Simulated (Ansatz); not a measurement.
Geometry optimisation in Ansatz: input, command and trajectory.

```yaml
crystal:
  lattice:
    - [2.4894052536, 2.4894052536, 0.0]
    - [-2.4894052536, 2.4894052536, 0.0]
    - [0.0, 0.0, 4.74678827]
  atoms:
    - { symbol: Hf, position: [0.5, 0.5, 0.0] }
    - { symbol: Hf, position: [0.0, 0.0, 0.5] }
    - { symbol: B, position: [0.0, 0.0, 0.0] }
    - { symbol: B, position: [0.5, 0.5, 0.5] }
basis:
  ecutwfc: 420
kpoints:
  mp_grid: { grid: [12, 12, 10] }
hamiltonian:
  xc: pbe
scf:
  occupations: { method: gaussian, width: 0.1 }
output:
  forces: true
  stress: true
  eigenvalues: true
relax:
  adjacent_minimum: "off"
  f_tol: 0.008
  max_steps: 40
  cell: { stress_tol: 0.015, fix: [a, b, gamma] }
```

```bash
ansatz run input.yaml --threads 1 --pin off --max-ram 1331MiB --backend cpu --events-out ev --progress --plain --runs-dir out
```

The calculation used DFT PBE, scalar-relativistic, plane waves, PAW (Ansatz).

Of 5 frames 4 are shown, positions in Å and forces in eV/Å; the SCF threshold varies from step to step. Steps run on the plane waves of an earlier cell, with a Pulay correction in the pressure. The basis is chosen afresh for the last frame, the zero of the energies, and at times for earlier ones too; energy and pressure step there, also at an unchanged geometry.

```xyz
4
Lattice="2.4894 2.4894 0.0000 -2.4894 2.4894 0.0000 0.0000 0.0000 4.7468" Properties=species:S:1:pos:R:3:forces:R:3 pbc="T T T" step=1 free_energy_over_end_meV_per_atom=1.76 pressure_GPa=-5.71
Hf    0.0000    2.4894    0.0000    0.0000    0.0000    0.0000
Hf    0.0000    0.0000    2.3734    0.0000    0.0000    0.0000
B     0.0000    0.0000    0.0000    0.0000    0.0000    0.0000
B     0.0000    2.4894    2.3734    0.0000    0.0000    0.0000
4
Lattice="2.4894 2.4894 0.0000 -2.4894 2.4894 0.0000 0.0000 0.0000 4.8121" Properties=species:S:1:pos:R:3:forces:R:3 pbc="T T T" step=2 free_energy_over_end_meV_per_atom=0.39 pressure_GPa=-7.97
Hf    0.0000    2.4894    0.0000    0.0000    0.0000    0.0000
Hf    0.0000    0.0000    2.4061    0.0000    0.0000    0.0000
B     0.0000    0.0000    0.0000    0.0000    0.0000    0.0000
B     0.0000    2.4894    2.4061    0.0000    0.0000    0.0000
4
Lattice="2.4894 2.4894 0.0000 -2.4894 2.4894 0.0000 0.0000 0.0000 4.7943" Properties=species:S:1:pos:R:3:forces:R:3 pbc="T T T" step=3 free_energy_over_end_meV_per_atom=0.09 pressure_GPa=-7.38
Hf    0.0000    2.4894    0.0000    0.0000    0.0000    0.0000
Hf    0.0000    0.0000    2.3972    0.0000    0.0000    0.0000
B     0.0000    0.0000    0.0000    0.0000    0.0000    0.0000
B     0.0000    2.4894    2.3972    0.0000    0.0000    0.0000
4
Lattice="2.4894 2.4894 0.0000 -2.4894 2.4894 0.0000 0.0000 0.0000 4.7936" Properties=species:S:1:pos:R:3:forces:R:3 pbc="T T T" step=5 free_energy_over_end_meV_per_atom=0.00 pressure_GPa=-7.35
Hf    0.0000    2.4894    0.0000    0.0000    0.0000    0.0000
Hf    0.0000    0.0000    2.3968    0.0000    0.0000    0.0000
B     0.0000    0.0000    0.0000    0.0000    0.0000    0.0000
B     0.0000    2.4894    2.3968    0.0000    0.0000    0.0000
```

Spin–orbit coupling is left out, which can shift energies with elements as heavy as these.